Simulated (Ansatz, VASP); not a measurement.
# Be4H: VASP beside Ansatz

```
CELL_PARAMETERS angstrom
2.27733 0.00000 0.00000
-1.13866 1.97222 0.00000
0.00000 0.00000 7.32270
ATOMIC_POSITIONS crystal
Be 0.33333 0.66667 0.86586
Be 0.33333 0.66667 0.37680
Be 0.66667 0.33333 0.13414
Be 0.66667 0.33333 0.62320
H 0.00000 0.00000 0.00000
```

Change from the starting cell: species swapped into the Co4H type (P-3m1, No. 164).

Alike in both runs: task single point; functional PBE; k mesh 12 × 12 × 4; occupations gaussian, width 0.1 eV; no spin polarisation.

```csv
,VASP,Ansatz
version,VASP 6.6.1,Ansatz 0.2.0
potentials or method,"VASP PAW PBE potentials, release 64 (Be, H)","scalar-relativistic, plane waves, PAW"
plane-wave cutoff (eV),520,420
valence electrons in the cell,9,9
```

|  | VASP | Ansatz | Ansatz less VASP |
| --- | --- | --- | --- |
| gap on the k mesh at the Fermi level (eV) | none | none | - |
| pressure (GPa) | 12.0 | 11.9 | -0.10 |
| largest component of the traceless stress (GPa) | 2.74 | 2.75 | +0.003 |
| rms of the force components (eV/Å) | 0.247 | 0.246 | -0.0004 |

Atom by atom the forces differ by 0.000 eV/Å (rms over components). A gap of «none» marks a metal or a gap that the smearing closes.
